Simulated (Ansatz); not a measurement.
Input of an Ansatz 0.2.0 run:

input.yaml

```yaml
crystal:
  lattice:
    - [0.0, 2.3885, 2.3885]
    - [2.3885, 0.0, 2.3885]
    - [2.3885, 2.3885, 0.0]
  atoms:
    - { symbol: As, position: [0.75, 0.75, 0.75] }
    - { symbol: B, position: [0.0, 0.0, 0.0] }
hamiltonian:
  xc: pbe
  pseudopotentials: { kind: paw }
kpoints:
  mp_grid: { grid: [10, 10, 10] }
scf:
  occupations: { method: fermi_dirac, width: 0.05 }
output:
  forces: true
  stress: true
  write_density: true
  write_potential: true
  elf: true
  volumetric_format: npy
relax:
  f_tol: 0.01
  max_steps: 40
  cell: { stress_tol: 0.05 }
```

Potentials or basis: Ansatz PAW.

Command:

```console
$ ansatz run input.yaml --threads 2 --pin off --max-ram 5632MiB --backend cpu --events-out ev --progress --plain --runs-dir out
```

(1) Estimate the relaxed cell.

(2) What does it give for the space group after relaxing (to 0.05 Å)?

(3) Predict the relaxed volume.

(4) Estimate the band gap on the k mesh.

## Answers

(1) a = 3.400 Å, b = 3.400 Å, c = 3.400 Å, α = 60.00°, β = 60.00°, γ = 60.00°.

(2) F-43m (No. 216).

(3) 13.90 Å³/atom.

(4) 1.20 eV, indirect (least direct gap 3.26 eV).

Caveat: the plane-wave basis is chosen anew once the cell has moved, so the energies of steps on either side of that aren't comparable.
